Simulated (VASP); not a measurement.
# AlN in VASP: one cell, several levels of theory

Rocksalt AlN, under -0.5 % strain along x alone is computed at one geometry. Runs: PBE, r2SCAN. This is a trial cell built on a prototype, not taken from a measured structure, and it needn't be the compound's ground state.

Code: VASP 6.6.1. PAW datasets, plane waves. The structure was generated, not taken from experiment, and needn't be the ground state; spin polarisation is off.

### Step 1. The cell

The cell comes from an earlier relaxation with r2SCAN in another program, then strained, with the atoms relaxed again.

It is tetragonal, I4/mmm (No. 139); conventional cell a = 2.855 Å, c = 4.018 Å, 8.19 Å³ an atom. Around Al lie 6 N at 2.01–2.02 Å; around N lie 6 Al at 2.01–2.02 Å.

Structure file:

```
CELL_PARAMETERS angstrom
0.00000 2.01887 2.01887
2.00877 0.00000 2.01887
2.00877 2.01887 0.00000
ATOMIC_POSITIONS crystal
Al 0.00000 0.00000 0.00000
N 0.50000 0.50000 0.50000
```

### Step 2. Single point with PBE

INCAR reads:

```
ENCUT = 520.000000
SIGMA = 0.020000
EDIFF = 1.00e-07
GGA = PE
PREC = Accurate
IBRION = -1
ISIF = 2
ISMEAR = -1
NBANDS = 11
NELM = 120
NSW = 0
LASPH = .TRUE.
LCHARG = .TRUE.
LELF = .TRUE.
LWAVE = .FALSE.
LREAL = .FALSE.
```

KPOINTS reads:

```
KPOINTS created by Atomic Simulation Environment
0
Gamma
10 10 10
0 0 0
```

KPOINTS_OPT reads:

```
special points
7
Reciprocal
0.0000000000 0.0000000000 0.0000000000 1
0.5000000000 0.0000000000 0.5000000000 1
0.6250000000 0.2500000000 0.6250000000 1
0.3750000000 0.3750000000 0.7500000000 1
0.5000000000 0.5000000000 0.5000000000 1
0.5000000000 0.2500000000 0.7500000000 1
0.0000000000 0.5000000000 0.5000000000 1
```

POSCAR reads:

```
Al N
 1.0000000000000000
     0.0000000000000000    2.0188684453999999    2.0188684453999999
     2.0087741031999999    0.0000000000000000    2.0188684453999999
     2.0087741031999999    2.0188684453999999    0.0000000000000000
 Al  N
   1   1
Cartesian
  0.0000000000000000  0.0000000000000000  0.0000000000000000
  2.0087741032000004  2.0188684453999999  2.0188684453999999
```

The run uses the recommended PBE PAW datasets (8 valence electrons a neutral cell).

Command:

```
$ mpirun -np 1 vasp_std
```

Printed to the terminal (iteration lines stand in OSZICAR):

```text
POSCAR found type information on POSCAR AlN
 POSCAR found :  2 types and       2 ions
 LDA part: xc-table for (Slater+PW92), standard interpolation
 POSCAR, INCAR and KPOINTS ok, starting setup
 FFT: planning ... GRIDC
 FFT: planning ... GRID_SOFT
 FFT: planning ... GRID
 WAVECAR not read
 entering main loop
 Start KPOINTS_OPT (optional k-point list driver)
k-point batch [1-7\7]
```

OSZICAR:

```text
N       E                     dE             d eps       ncg     rms          rms(c)
DAV:   1     0.100581857056E+02    0.10058E+02   -0.39755E+03  2340   0.618E+02
DAV:   2    -0.155589923732E+02   -0.25617E+02   -0.24592E+02  2714   0.140E+02
DAV:   3    -0.162846500084E+02   -0.72566E+00   -0.72421E+00  2740   0.212E+01
DAV:   4    -0.162875889018E+02   -0.29389E-02   -0.29387E-02  2544   0.144E+00
DAV:   5    -0.162876147858E+02   -0.25884E-04   -0.25884E-04  2670   0.128E-01    0.763E+00
DAV:   6    -0.145558152937E+02    0.17318E+01   -0.74329E+00  2433   0.145E+01    0.271E+00
DAV:   7    -0.145402313130E+02    0.15584E-01   -0.18607E-01  2540   0.314E+00    0.179E+00
DAV:   8    -0.145348564845E+02    0.53748E-02   -0.15508E-02  2385   0.108E+00    0.338E-01
DAV:   9    -0.145345081607E+02    0.34832E-03   -0.14553E-03  2586   0.229E-01    0.152E-01
DAV:  10    -0.145345654992E+02   -0.57339E-04   -0.13449E-04  2501   0.853E-02    0.425E-02
DAV:  11    -0.145345598202E+02    0.56791E-05   -0.18238E-05  2637   0.241E-02    0.769E-03
DAV:  12    -0.145345595381E+02    0.28210E-06   -0.64873E-07  2487   0.675E-03    0.131E-03
DAV:  13    -0.145345594981E+02    0.39945E-07   -0.10735E-08  1347   0.715E-04
   1 F= -.14534559E+02 E0= -.14534559E+02  d E =-.143407E-11
       N       E                     dE             ncg
DAV:   1     0.207358619605E+04   -0.20305E+04      154
DAV:   2     0.192435833771E+04   -0.14923E+03      186
DAV:   3     0.192004061512E+04   -0.43177E+01      189
DAV:   4     0.192002228842E+04   -0.18327E-01      190
DAV:   5     0.192002207820E+04   -0.21022E-03      175
DAV:   6     0.192002207529E+04   -0.29098E-05      187
DAV:   7     0.192002207525E+04   -0.44103E-07      189
```

The lines after F= are the extra pass for the points of KPOINTS_OPT, at fixed density; their E is not a total energy.

Parts of OUTCAR:

```text
k-points           NKPTS =    102   k-points in BZ     NKDIM =    102   number of bands    NBANDS=     11

   NELECT =       8.0000    total number of electrons

   dimension x,y,z NGX =    24 NGY =   24 NGZ =   24
   dimension x,y,z NGXF=    48 NGYF=   48 NGZF=   48

  energy-cutoff  :      520.00
  volume of cell :       16.37
      direct lattice vectors                 reciprocal lattice vectors
     0.000000000  2.018868445  2.018868445    -0.248908028  0.247663488  0.247663488
     2.008774103  0.000000000  2.018868445     0.248908028 -0.247663488  0.247663488
     2.008774103  2.018868445  0.000000000     0.248908028  0.247663488 -0.247663488

 k-points in reciprocal lattice and weights: KPOINTS created by Atomic Simulation Env
   0.00000000  0.00000000  0.00000000       0.001
   0.10000000  0.00000000  0.00000000       0.008
   0.20000000  0.00000000  0.00000000       0.008
   0.30000000  0.00000000  0.00000000       0.008
   0.40000000  0.00000000  0.00000000       0.008
   0.50000000  0.00000000  0.00000000       0.004
   0.10000000  0.10000000  0.00000000       0.004
   0.20000000  0.10000000  0.00000000       0.016
[... 94 more k-points ...]

 E-fermi :  10.5142

 k-point     1 :       0.0000    0.0000    0.0000
  band No.  band energies     occupation
      1      -7.5539      2.00000
      2      10.0573      2.00000
      3      10.0936      2.00000
      4      10.0936      2.00000
      5      15.8921      0.00000
      6      22.2564      0.00000
      7      22.2564      0.00000
      8      22.3237      0.00000
      9      27.4444      0.00000
     10      27.8559      0.00000
     11      28.0224      0.00000

 k-point     2 :       0.1000    0.0000    0.0000
  band No.  band energies     occupation
      1      -7.3468      2.00000
      2       9.0625      2.00000
      3       9.9483      2.00000
      4       9.9667      2.00000
      5      16.5127      0.00000
      6      21.3775      0.00000
      7      22.5579      0.00000
      8      22.6069      0.00000
      9      26.3208      0.00000
     10      26.4551      0.00000
     11      28.4623      0.00000

 k-point     3 :       0.2000    0.0000    0.0000
  band No.  band energies     occupation
      1      -6.7448      2.00000
      2       6.9091      2.00000
      3       9.6530      2.00000
      4       9.6590      2.00000
      5      17.1288      0.00000
      6      20.9097      0.00000
      7      22.7349      0.00000
      8      22.8271      0.00000
      9      25.7617      0.00000
     10      25.8223      0.00000
     11      27.8126      0.00000

 k-point     4 :       0.3000    0.0000    0.0000
  band No.  band energies     occupation
      1      -5.8209      2.00000
      2       4.5619      2.00000
      3       9.3186      2.00000
      4       9.3258      2.00000
      5      16.8272      0.00000
      6      21.9032      0.00000
      7      22.0024      0.00000
      8      22.1202      0.00000
      9      26.9658      0.00000
     10      27.2786      0.00000
     11      27.2899      0.00000

 k-point     5 :       0.4000    0.0000    0.0000
  band No.  band energies     occupation
      1      -4.7921      2.00000
      2       2.5852      2.00000
      3       9.0687      2.00000
      4       9.0850      2.00000
      5      16.4231      0.00000
      6      21.3374      0.00000
      7      21.4546      0.00000
      8      23.0667      0.00000
      9      26.4193      0.00000
     10      29.5201      0.00000
     11      29.5295      0.00000

 k-point     6 :       0.5000    0.0000    0.0000
  band No.  band energies     occupation
      1      -4.2565      2.00000
      2       1.7203      2.00000
      3       8.9782      2.00000
      4       8.9979      2.00000
      5      16.2743      0.00000
      6      21.0987      0.00000
      7      21.2148      0.00000
      8      23.5202      0.00000
      9      26.2774      0.00000
     10      30.8612      0.00000
     11      30.8708      0.00000

 k-point     7 :       0.1000    0.1000    0.0000
  band No.  band energies     occupation
      1      -7.2794      2.00000
      2       9.1550      2.00000
      3       9.6862      2.00000
      4       9.7279      2.00000
      5      16.7772      0.00000
      6      20.7110      0.00000
      7      22.8966      0.00000
      8      22.9339      0.00000
      9      24.6059      0.00000
     10      28.3035      0.00000
     11      29.6417      0.00000

[... the tables of k-points 8 to 102 left out ...]

  Total        0.8751718      0.7178282      0.7178282      0.0000000      0.0000000      0.0000000
  in kB       85.6301609     70.2350558     70.2350558      0.0000000      0.0000000      0.0000000
  external PRESSURE =      75.3667575 kB  Pullay stress =       0.0000000 kB

 POSITION                                       TOTAL-FORCE (eV/Angst)
 -----------------------------------------------------------------------------------
      0.00000      0.00000      0.00000         0.000000      0.000000     -0.000000
      2.00877      2.01887      2.01887         0.000000     -0.000000      0.000000
 -----------------------------------------------------------------------------------
    total drift:                               -0.000000     -0.000000      0.000000

  FREE ENERGIE OF THE ION-ELECTRON SYSTEM (eV)
  ---------------------------------------------------
  free  energy   TOTEN  =       -14.5345594981 eV

  energy  without entropy=      -14.5345594981  energy(sigma->0) =      -14.53455950
```

Wall time 12 s (1 MPI rank of Intel Xeon Platinum 8488C, shared host); peak memory 0.14 GiB.

The levels at the points of KPOINTS_OPT are read from vasprun.xml.

Levels at the named points, in eV from the top of band v (v: the last filled band by count, c: the next):

| point | v−1 | v | c | c+1 |
| --- | --- | --- | --- | --- |
| Γ | 0.00 | 0.00 | 5.80 | 12.16 |
| X | -2.85 | -2.79 | 4.70 | 5.29 |
| U | -5.51 | -2.32 | 5.93 | 9.32 |
| K | -5.51 | -2.32 | 5.93 | 9.32 |
| L | -1.12 | -1.10 | 6.18 | 11.01 |
| W | -5.76 | -3.98 | 8.21 | 10.79 |

Gap with PBE: 4.65 eV, valence top at Γ, conduction bottom at (0.00, 0.50, 0.50). Least direct gap: 5.80 eV. The pressure is 7.54 GPa; the forces vanish within 0.01 eV/Å.

Axes a, b and c in the maps are those of this run's conventional cell (a, b, c = 2.855, 2.855, 4.018 Å).

Density in a lattice plane of the grid's cell (edges 2.86 and 4.02 Å, at 0.000 of the third edge), which holds Al and N.

Ten even steps from ' ' (0.00 e/Å³) to '@' (3.74 e/Å³):
```
                                    
                                    
                                    
                                    
......                          ....
::::::....                  ....::::
====--::....              ....::--==
####++==::....          ....::==++##
@@@@%%++--::..          ..::--++%%@@
@@@@%%**==::..          ..::==**%%@@
@@@@%%++--::..          ..::--++%%@@
####++==::....          ....::==++##
====--::....              ....::--==
::::::....                  ....::::
......                          ....
                                    
                                    
                                    
                                    
                                    
```
Columns run along the first of these edges and rows up along the second, over one cell in 18 and 20 even steps from the bottom left corner. Atoms in the plane (fractional): Al at (0.00, 0.00), N at (0.00, 0.50).

ELF in the same plane.

Ten even steps from ' ' (0.00) to '@' (0.84):
```
          ....::::::::::....        
          ..................        
----::..........................::--
####++==::......      ......::==++##
@@@@%%**==--....      ....--==**%%@@
@@@@@@%%##++--....  ....--++##%%@@@@
@@@@@@@@%%##++--......--++##%%@@@@@@
##%%@@@@@@%%**==::..::==**%%@@@@@@%%
--==##@@@@@@##++::::::++##@@@@@@##==
  ::**%%@@@@##++--::--++##@@@@%%**::
--==##@@@@@@##++::::::++##@@@@@@##==
##%%@@@@@@%%**==::..::==**%%@@@@@@%%
@@@@@@@@%%##++--......--++##%%@@@@@@
@@@@@@%%##++--....  ....--++##%%@@@@
@@@@%%**==--....      ....--==**%%@@
####++==::......      ......::==++##
----::..........................::--
          ..................        
          ....::::::::::....        
          ..::::::::::::::..        
```
Columns run along the first of these edges and rows up along the second, over one cell in 18 and 20 even steps from the bottom left corner. Atoms in the plane (fractional): Al at (0.00, 0.00), N at (0.00, 0.50).

Both are smooth fields of the valence electrons: close to the nuclei they are not physical.

Maxima of ELF outside the ion cores: 0.85 in the shell around N, 0.7 Å from N.

### Step 3. r2SCAN at this geometry

INCAR reads:

```
ENCUT = 520.000000
SIGMA = 0.010000
EDIFF = 1.00e-07
ALGO = Normal
METAGGA = R2SCAN
PREC = Accurate
IBRION = -1
ISIF = 2
ISMEAR = 0
NBANDS = 11
NELM = 120
NSW = 0
LASPH = .TRUE.
LCHARG = .TRUE.
LELF = .TRUE.
LWAVE = .FALSE.
LREAL = .FALSE.
```

KPOINTS is that of step 2.

KPOINTS_OPT is that of step 2.

POSCAR is that of step 2.

Command:

```
$ mpirun -np 1 vasp_std
```

Standard output, without the iteration lines:

```text
POSCAR found type information on POSCAR AlN
 POSCAR found :  2 types and       2 ions
 -----------------------------------------------------------------------------
|                                                                             |
|                                                                             |
|     You enforced a specific xc type in the INCAR file but a different       |
|     I HOPE YOU KNOW WHAT YOU ARE DOING!                                     |
|                                                                             |
 -----------------------------------------------------------------------------

 LDA part: xc-table for (None), standard interpolation
 POSCAR, INCAR and KPOINTS ok, starting setup
 FFT: planning ... GRIDC
 FFT: planning ... GRID_SOFT
 FFT: planning ... GRID
 WAVECAR not read
 entering main loop
 Start KPOINTS_OPT (optional k-point list driver)
k-point batch [1-7\7]
```

OSZICAR:

```text
N       E                     dE             d eps       ncg     rms          rms(c)
DAV:   1     0.509791607026E+01    0.50979E+01   -0.41005E+03  2308   0.638E+02
DAV:   2    -0.217899856647E+02   -0.26888E+02   -0.25810E+02  2730   0.146E+02
DAV:   3    -0.225537306454E+02   -0.76374E+00   -0.76238E+00  2747   0.222E+01
DAV:   4    -0.225572455775E+02   -0.35149E-02   -0.35147E-02  2541   0.159E+00
DAV:   5    -0.225572805028E+02   -0.34925E-04   -0.34925E-04  2682   0.149E-01    0.794E+00
DAV:   6    -0.188235881263E+02    0.37337E+01   -0.54341E+00  2415   0.125E+01    0.354E+00
DAV:   7    -0.188779882706E+02   -0.54400E-01   -0.39774E-01  2562   0.445E+00    0.205E+00
DAV:   8    -0.188967653530E+02   -0.18777E-01   -0.38337E-02  2409   0.148E+00    0.288E-01
DAV:   9    -0.188964740531E+02    0.29130E-03   -0.18713E-03  2607   0.281E-01    0.113E-01
DAV:  10    -0.188966183927E+02   -0.14434E-03   -0.26704E-04  2499   0.131E-01    0.630E-02
DAV:  11    -0.188966232589E+02   -0.48662E-05   -0.52870E-05  2649   0.418E-02    0.120E-02
DAV:  12    -0.188966233278E+02   -0.68878E-07   -0.21594E-06  2514   0.125E-02    0.257E-03
DAV:  13    -0.188966230697E+02    0.25807E-06   -0.45064E-07  2601   0.393E-03    0.129E-03
DAV:  14    -0.188966229990E+02    0.70675E-07   -0.38781E-08  1314   0.145E-03
   1 F= -.18896623E+02 E0= -.18896623E+02  d E =-.120121E-73
       N       E                     dE             ncg
DAV:   1     0.205448201091E+04   -0.20496E+04      154
DAV:   2     0.189730999173E+04   -0.15717E+03      205
DAV:   3     0.189321259591E+04   -0.40974E+01      178
DAV:   4     0.189317831199E+04   -0.34284E-01      198
DAV:   5     0.189317799169E+04   -0.32030E-03      178
DAV:   6     0.189317798646E+04   -0.52267E-05      198
DAV:   7     0.189317798638E+04   -0.78070E-07      189
```

Parts of OUTCAR:

```text
k-points           NKPTS =    102   k-points in BZ     NKDIM =    102   number of bands    NBANDS=     11

   NELECT =       8.0000    total number of electrons

   dimension x,y,z NGX =    24 NGY =   24 NGZ =   24
   dimension x,y,z NGXF=    48 NGYF=   48 NGZF=   48

  energy-cutoff  :      520.00
  volume of cell :       16.37
      direct lattice vectors                 reciprocal lattice vectors
     0.000000000  2.018868445  2.018868445    -0.248908028  0.247663488  0.247663488
     2.008774103  0.000000000  2.018868445     0.248908028 -0.247663488  0.247663488
     2.008774103  2.018868445  0.000000000     0.248908028  0.247663488 -0.247663488

 k-points in reciprocal lattice and weights: KPOINTS created by Atomic Simulation Env
   0.00000000  0.00000000  0.00000000       0.001
   0.10000000  0.00000000  0.00000000       0.008
   0.20000000  0.00000000  0.00000000       0.008
   0.30000000  0.00000000  0.00000000       0.008
   0.40000000  0.00000000  0.00000000       0.008
   0.50000000  0.00000000  0.00000000       0.004
   0.10000000  0.10000000  0.00000000       0.004
   0.20000000  0.10000000  0.00000000       0.016
[... 94 more k-points ...]

 E-fermi :  10.0299

 k-point     1 :       0.0000    0.0000    0.0000
  band No.  band energies     occupation
      1      -8.5939      2.00000
      2       9.8665      2.00000
      3       9.9039      2.00000
      4       9.9039      2.00000
      5      16.5457      0.00000
      6      22.8108      0.00000
      7      22.8108      0.00000
      8      22.8819      0.00000
      9      28.4539      0.00000
     10      28.6252      0.00000
     11      28.6484      0.00000

 k-point     2 :       0.1000    0.0000    0.0000
  band No.  band energies     occupation
      1      -8.3833      2.00000
      2       8.8599      2.00000
      3       9.7496      2.00000
      4       9.7683      2.00000
      5      17.1722      0.00000
      6      22.0123      0.00000
      7      23.1375      0.00000
      8      23.1885      0.00000
      9      27.1216      0.00000
     10      27.2630      0.00000
     11      29.7577      0.00000

 k-point     3 :       0.2000    0.0000    0.0000
  band No.  band energies     occupation
      1      -7.7729      2.00000
      2       6.6508      2.00000
      3       9.4329      2.00000
      4       9.4388      2.00000
      5      17.7800      0.00000
      6      21.6695      0.00000
      7      23.3988      0.00000
      8      23.4919      0.00000
      9      26.5574      0.00000
     10      26.6239      0.00000
     11      29.1192      0.00000

 k-point     4 :       0.3000    0.0000    0.0000
  band No.  band energies     occupation
      1      -6.8441      2.00000
      2       4.2449      2.00000
      3       9.0736      2.00000
      4       9.0813      2.00000
      5      17.4408      0.00000
      6      22.7146      0.00000
      7      22.8252      0.00000
      8      22.8442      0.00000
      9      28.1314      0.00000
     10      28.1327      0.00000
     11      28.2420      0.00000

 k-point     5 :       0.4000    0.0000    0.0000
  band No.  band energies     occupation
      1      -5.8293      2.00000
      2       2.2451      2.00000
      3       8.8050      2.00000
      4       8.8219      2.00000
      5      17.0159      0.00000
      6      22.0541      0.00000
      7      22.1760      0.00000
      8      24.1499      0.00000
      9      27.6382      0.00000
     10      30.5270      0.00000
     11      30.5383      0.00000

 k-point     6 :       0.5000    0.0000    0.0000
  band No.  band energies     occupation
      1      -5.3158      2.00000
      2       1.3893      2.00000
      3       8.7076      2.00000
      4       8.7280      2.00000
      5      16.8605      0.00000
      6      21.8149      0.00000
      7      21.9358      0.00000
      8      24.6725      0.00000
      9      27.4766      0.00000
     10      32.0058      0.00000
     11      32.0180      0.00000

 k-point     7 :       0.1000    0.1000    0.0000
  band No.  band energies     occupation
      1      -8.3147      2.00000
      2       8.9502      2.00000
      3       9.4834      2.00000
      4       9.5263      2.00000
      5      17.4437      0.00000
      6      21.3026      0.00000
      7      23.5148      0.00000
      8      23.5578      0.00000
      9      25.4468      0.00000
     10      28.9172      0.00000
     11      30.9128      0.00000

[... the tables of k-points 8 to 102 left out ...]

  Total        0.1642420      0.0089574      0.0089574      0.0000000      0.0000000      0.0000000
  in kB       16.0700640      0.8764267      0.8764267      0.0000000      0.0000000      0.0000000
  external PRESSURE =       5.9409725 kB  Pullay stress =       0.0000000 kB

 POSITION                                       TOTAL-FORCE (eV/Angst)
 -----------------------------------------------------------------------------------
      0.00000      0.00000      0.00000         0.000000      0.000000      0.000000
      2.00877      2.01887      2.01887         0.000000     -0.000000     -0.000000
 -----------------------------------------------------------------------------------
    total drift:                               -0.000000     -0.000000      0.000000

  FREE ENERGIE OF THE ION-ELECTRON SYSTEM (eV)
  ---------------------------------------------------
  free  energy   TOTEN  =       -18.8966229990 eV

  energy  without entropy=      -18.8966229990  energy(sigma->0) =      -18.89662300
```

Wall time 46 s (1 MPI rank of Intel Xeon Platinum 8488C, shared host); peak memory 0.16 GiB.

The levels at the points of KPOINTS_OPT are read from vasprun.xml.

Band energies at the special points (eV, zero at the top of v, the last band that the electrons fill by count):

| point | v−1 | v | c | c+1 |
| --- | --- | --- | --- | --- |
| Γ | 0.00 | 0.00 | 6.64 | 12.91 |
| X | -2.95 | -2.89 | 5.58 | 5.97 |
| U | -5.59 | -2.41 | 6.77 | 10.23 |
| K | -5.59 | -2.41 | 6.77 | 10.23 |
| L | -1.20 | -1.18 | 6.96 | 11.91 |
| W | -5.88 | -4.02 | 9.16 | 11.74 |

Gap with r2SCAN: 5.53 eV, valence top at Γ, conduction bottom at (0.00, 0.50, 0.50). Least direct gap: 6.64 eV. Pressure: 0.59 GPa; the forces vanish within 0.01 eV/Å.

### Step 4. Summary

```
 level  gap (eV)  pressure (GPa)
   PBE      4.65            7.54
r2SCAN      5.53            0.59
```

The gap runs from 4.65 eV (PBE) to 5.53 eV (r2SCAN). At this one volume the pressure spans 0.6 GPa (r2SCAN) to 7.5 GPa (PBE): PBE wants the largest cell and r2SCAN the smallest.
